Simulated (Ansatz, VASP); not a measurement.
# Hf: VASP beside Ansatz

```xyz
2
Lattice="3.1752 0.0000 0.0000 -1.5876 2.7498 0.0000 0.0000 0.0000 5.0239" Properties=species:S:1:pos:R:3 pbc="T T T"
Hf    0.0000    1.8332    1.2560
Hf    1.5876    0.9166    3.7679
```

Change from the starting cell: volume scaled by 0.98.

Alike in both runs: task single point; functional PBEsol; k mesh 13 × 13 × 7; occupations fermi-dirac, width 0.05 eV; no spin polarisation.

|  | VASP | Ansatz |
| --- | --- | --- |
| version | VASP 6.6.1 | Ansatz 0.2.0 |
| potentials or method | VASP PAW PBE potentials, release 64 (Hf_pv), cutoff 520 eV | all-electron LAPW, scalar-relativistic |

Ansatz gave:

```
pressure (GPa)                                  : -1.6
largest component of the traceless stress (GPa) : 0.04
```

Question: What did VASP give for the same quantities?

Answer: Pressure (GPa): -2.0; largest component of the traceless stress (GPa): 0.11.

Ansatz ran all-electron here, so the differences hold the error of VASP's frozen core and of both bases.

Caveats: the PAW data sets were made with another functional, which shifts forces and pressure a little (VASP). The runs have no spin-orbit coupling, so splittings on Hf are missing.
